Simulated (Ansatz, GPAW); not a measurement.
## One calculation of Te, 3 ways

```
Te
1.0
     2.30590    1.33131    1.69095
    -2.30590    1.33131    1.69095
     0.00000   -2.66263    1.69095
Te
1
Cartesian
  0.0000 0.0000 2.5364
```

This isn't the form of Te at room conditions, which is trigonal, of chains.

Alike in all runs: task single point; functional PBEsol; k mesh 9 × 9 × 9; occupations gaussian, width 0.1 eV; no spin polarisation; no spin-orbit coupling. Pressure is positive in compression and, in plane waves, holds the error of the finite cutoff, which Ansatz's Pulay term estimates and takes out.

```csv
program and potentials,plane-wave cutoff (eV),notes,pressure (GPa)
"Ansatz, Ansatz PAW",420,"potentials made for PBE, which Ansatz adapts in part; 16 valence electrons an atom on average; Pulay term of +0.03 GPa included",-0.08
"GPAW, PAW data sets generated for this functional",600,6 valence electrons an atom on average,-0.55
"Ansatz, all-electron LAPW, scalar-relativistic",-,-,-0.06
```

The pressure spans -0.55 (GPAW, PAW data sets generated for this functional) to -0.06 GPa (Ansatz, all-electron LAPW, scalar-relativistic), with all-electron results at -0.06.

Differences between rows come from potentials, basis sets and numerical settings, since the functional is the same but for its coding. Runs on potential files found faulty are left out.
